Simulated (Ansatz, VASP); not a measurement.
## Two plane-wave programs on Mg

```
CELL_PARAMETERS angstrom
3.09066 0.00000 0.00000
-1.54533 2.67659 0.00000
0.00000 0.00000 10.05394
ATOMIC_POSITIONS crystal
Mg 0.00000 0.00000 0.00000
Mg 0.00000 0.00000 0.50000
Mg 0.33333 0.66667 0.25000
Mg 0.66667 0.33333 0.75000
```

Alike in both runs: task single point; functional revPBE; k mesh 13 × 13 × 4; occupations fermi-dirac, width 0.1 eV; no spin polarisation.

|  | VASP | Ansatz |
| --- | --- | --- |
| version | VASP 6.6.1 | Ansatz 0.2.0 |
| potentials or method | VASP PAW PBE potentials, release 64 (Mg) | plane waves (420 eV) with PAW, scalar-relativistic |
| plane-wave cutoff (eV) | 520 | 420 |
| valence electrons in the cell | 8 | 40 |

VASP gave:

| Property | Result |
| --- | --- |
| pressure (GPa) | 5.5 |
| largest component of the traceless stress (GPa) | 0.12 |

Q: Estimate Ansatz's values.

A: Pressure (GPa): 5.7; largest component of the traceless stress (GPa): 0.12.

The two sets of potentials don't hold the same shells in valence.

Caveats: the PAW data sets were made with another functional, which shifts forces and pressure a little (VASP).
